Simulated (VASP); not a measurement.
# Cd (C2/c) in VASP: further runs, part 2 of 2

VASP 6.6.1. Earlier steps stand in the parts before.

### Step 5. Single point, PBE

This run uses another cell than the first one, of 24.03 Å³/atom, 1.081 times its volume.

INCAR

```
SYSTEM = Cd
PREC     = Accurate       ! precision mode
ENCUT    = 520            ! plane-wave cutoff, eV
EDIFF    = 1E-6           ! SCF threshold, eV
ISMEAR   = 0              ! smearing method
SIGMA    = 0.1            ! smearing width, eV
LREAL    = .FALSE.        ! projectors in reciprocal space
LASPH    = .TRUE.         ! aspherical terms in the spheres
NELM     = 80             ! most SCF steps
ALGO     = Fast           ! electronic algorithm
ISIF     = 2              ! what is computed and relaxed
LWAVE    = .FALSE.        ! write WAVECAR
LCHARG   = .TRUE.         ! write CHGCAR
GGA      = PE             ! functional
LELF     = .TRUE.         ! ELF
LVHAR    = .TRUE.       
NBANDS   = 19             ! bands
```

KPOINTS

```
Automatic mesh
0
G
  18 18 18
  0 0 0
```

POSCAR

```
Cd
1.0
    1.6875074147     -4.7257544008      0.0000000000
    1.6875074147      4.7257544008      0.0000000000
    0.0000000000      0.0000000000      3.0126795834
Cd
2
Direct
    0.8637901874      0.1362098126      0.2500000000
    0.1362098126      0.8637901874      0.7500000000
```

Potentials or basis: VASP PAW PBE potentials, release 64 (Cd).

On the command line:

```sh
cat potpaw_PBE.64/Cd/POTCAR > POTCAR
mpirun -np 1 vasp_std > vasp.out
```

OUTCAR:

```text
SYSTEM = Cd
   PREC = Accurate
   ENCUT = 520
   EDIFF = 1E-6
   ISMEAR = 0
   LREAL = .FALSE.
   LASPH = .TRUE.
   NELM = 80
   ISIF = 2
   GGA = PE

 ion  position               nearest neighbor table
   1  0.864  0.136  0.250-   2 2.98   2 2.98   2 3.12   2 3.12   2 3.12   2 3.12
   2  0.136  0.864  0.750-   1 2.98   1 2.98   1 3.12   1 3.12   1 3.12   1 3.12

  LATTYP: Found a base centered orthorhombic cell.
 ALAT       =     3.3750148294
 B/A-ratio  =     2.8004347475
 C/A-ratio  =     0.8926418803

  Lattice vectors:

 A1 = (   1.6875074147,  -4.7257544008,   0.0000000000)
 A2 = (   1.6875074147,   4.7257544008,   0.0000000000)
 A3 = (   0.0000000000,   0.0000000000,   3.0126795834)

Analysis of symmetry for initial positions (statically):
=====================================================================
 Subroutine PRICEL returns:
 Original cell was already a primitive cell.

 Routine SETGRP: Setting up the symmetry group for a
 base centered orthorhombic supercell.

 Subroutine GETGRP returns: Found  8 space group operations
 (whereof  4 operations were pure point group operations)
 out of a pool of  8 trial point group operations.

The static configuration has the point symmetry C_2h.
 The point group associated with its full space group is D_2h.

Analysis of symmetry for dynamics (positions and initial velocities):
=====================================================================
 Subroutine PRICEL returns:
 Original cell was already a primitive cell.

 Routine SETGRP: Setting up the symmetry group for a
 base centered orthorhombic supercell.

 Subroutine GETGRP returns: Found  8 space group operations
 (whereof  4 operations were pure point group operations)
 out of a pool of  8 trial point group operations.

The dynamic configuration has the point symmetry C_2h.
 The point group associated with its full space group is D_2h.

 Subroutine INISYM returns: Found  8 space group operations
 (whereof  4 operations are pure point group operations),
[... 115 lines left out ...]
     AMIX     =   0.40;   BMIX     =  1.00
     AMIX_MAG =   1.60;   BMIX_MAG =  1.00
  volume/ion in A,a.u.               =      24.03       162.13
  Fermi-wavevector in a.u.,A,eV,Ry     =   1.298909  2.454582 22.955260  1.687164
  Thomas-Fermi vector in A             =   2.430207
   LORBIT       =      0    0 simple, 1 ext, 2 COOP (PROOUT), +10 PAW based schemes
   GGA     = PE    functional components
   LHFCALC =     F    Hartree Fock is set to
   AEXX    =    0.0000 exact exchange contribution
   IVDW    =     0    specifies the selected vdW correction
   LEPSILON=     F    determine dielectric tensor
   LRPA    =     F    only Hartree local field effects (RPA)
 non-spin polarized calculation
 RMM-DIIS sequential band-by-band and
 Gauss-broadening in eV      SIGMA  =   0.10
  energy-cutoff  :      520.00
  volume of cell :       48.05
 maximum number of plane-waves:      1324
 NGX is ok and might be reduce to    40
   NGX = 19   NGY = 19   NGZ = 11

 number of electron      24.0000002 magnetization

 Free energy of the ion-electron system (eV)
  ---------------------------------------------------
  ext. energy  EPLUGINS =         0.00000000
  ---------------------------------------------------
  free energy    TOTEN  =        -1.46063520 eV

  energy without entropy =       -1.45700900  energy(sigma->0) =       -1.45882210

 E-fermi :   2.1322     XC(G=0): -10.4229

 val. band max:        2.1257714265   @ k =   0.2778   0.1111   0.4444
 cond. band min:       2.1329458287   @ k =   0.5000   0.2778   0.4444
 fundamental gap:      0.0071744022
 Fermi energy:         2.1322200356

 k-point     1 :       0.0000    0.0000    0.0000
  band No.  band energies     occupation
      1      -7.5596      2.00000
      2      -7.0970      2.00000
      3      -7.0245      2.00000
      4      -6.8349      2.00000
      5      -6.6871      2.00000
      6      -6.6773      2.00000
[... 505 lines left out ...]
      6      -6.6126      2.00000
[... 11 lines left out ...]
     18      15.4343      0.00000
     19      16.3510      0.00000

 [... further k-points ...]

------------------------ aborting loop because EDIFF is reached ----------------------------------------

  FORCE on cell =-STRESS in cart. coord.  units (eV):
  Direction    XX          YY          ZZ          XY          YZ          ZX
  --------------------------------------------------------------------------------------
  -------------------------------------------------------------------------------------
  Total        0.0549417      0.0973218      0.0902180      0.0000000     -0.0000000      0.0000000
  in kB        1.8319472      3.2450451      3.0081800      0.0000000     -0.0000000      0.0000000
  external PRESSURE =       2.6950575 kB  Pullay stress =       0.0000000 kB

 VOLUME and BASIS-vectors are now :
 -----------------------------------------------------------------------------
  energy-cutoff  :      520.00
  volume of cell :       48.05
      direct lattice vectors                 reciprocal lattice vectors
     1.687507415 -4.725754401  0.000000000     0.296294994 -0.105803213  0.000000000
     1.687507415  4.725754401  0.000000000     0.296294994  0.105803213  0.000000000
     0.000000000  0.000000000  3.012679583     0.000000000  0.000000000  0.331930420

 POSITION                                       TOTAL-FORCE (eV/Angst)
 -----------------------------------------------------------------------------------
      1.68751     -3.43837      0.75317         0.000000      0.000750     -0.000000
      1.68751      3.43837      2.25951         0.000000     -0.000750      0.000000
 -----------------------------------------------------------------------------------
    total drift:                                0.000000      0.000000      0.000000

  FREE ENERGIE OF THE ION-ELECTRON SYSTEM (eV)
  ---------------------------------------------------
  free  energy   TOTEN  =        -1.4606351958 eV

  energy  without entropy=       -1.4570090027  energy(sigma->0) =       -1.45882210
```

OSZICAR:

```text
N       E                     dE             d eps       ncg     rms          rms(c)
DAV:   1     0.169994502958E+03    0.16999E+03   -0.12918E+04 34596   0.125E+03
DAV:   2     0.248196676253E+01   -0.16751E+03   -0.16175E+03 36003   0.326E+02
DAV:   3    -0.154116910131E+01   -0.40231E+01   -0.40155E+01 39549   0.573E+01
DAV:   4    -0.154859788588E+01   -0.74288E-02   -0.74283E-02 37527   0.233E+00
DAV:   5    -0.154862558987E+01   -0.27704E-04   -0.27704E-04 37793   0.133E-01    0.367E+00
RMM:   6    -0.146342230077E+01    0.85203E-01   -0.21374E-01 34730   0.420E+00    0.304E+00
RMM:   7    -0.146001822867E+01    0.34041E-02   -0.19965E-02 36261   0.105E+00    0.159E+00
RMM:   8    -0.146053910421E+01   -0.52088E-03   -0.39533E-03 37270   0.814E-01    0.104E-01
RMM:   9    -0.146060308393E+01   -0.63980E-04   -0.31291E-04 38502   0.167E-01    0.448E-02
RMM:  10    -0.146063763878E+01   -0.34555E-04   -0.10891E-04 37452   0.129E-01    0.237E-02
RMM:  11    -0.146063508841E+01    0.25504E-05   -0.14277E-05 39028   0.342E-02    0.507E-03
RMM:  12    -0.146063519580E+01   -0.10739E-06   -0.58922E-07 25443   0.937E-03
   1 F= -.14606352E+01 E0= -.14588221E+01  d E =-.362619E-02
```

stdout:

```text
POSCAR found type information on POSCAR Cd
 POSCAR found :  1 types and       2 ions
 scaLAPACK will be used
 LDA part: xc-table for (Slater+PW92), standard interpolation
 POSCAR, INCAR and KPOINTS ok, starting setup
 FFT: planning ... GRIDC
 FFT: planning ... GRID_SOFT
 FFT: planning ... GRID
 WAVECAR not read
 entering main loop
```

Wall time 12 min (1 thread of Intel Xeon Platinum 8375C at 2.90GHz (Ice Lake), shared host); peak memory 0.72 GiB.

Results:

- Free energy: -1.4606 eV
- Pressure: 0.3 GPa
- Band gap on the k mesh: none (metal or under the smearing width)

Stress tensor (GPa, compression positive):
```
0.18 0.00 0.00
0.00 0.32 0.00
0.00 0.00 0.30
```

### Step 6. The runs side by side

```tsv
task	cell	k mesh	cutoff (eV)	mesh quality	gap on the mesh (eV)	pressure (GPa)	largest force (eV/Å)
single point	C2/c, 22.22 Å³/atom	6 × 6 × 6	520	coarse	none	5.5	0.33
single point	C2/c, 23.94 Å³/atom	6 × 6 × 6	520	not flagged	none	0.3	0.02
relaxation of cell and atoms	relaxed	6 × 6 × 6	600	coarse	none	-0.1	0.03
single point	Cmcm, 24.03 Å³/atom	18 × 18 × 18	520	not flagged	none	0.3	-
```

Alike in all rows: level PBE; potentials or basis VASP PAW PBE potentials, release 64 (Cd); no spin polarisation; smearing gaussian 0.1 eV.

Caveats: some runs use coarse meshes.

Total energies depend on the potentials used, so only differences within one code and one set of settings carry meaning.
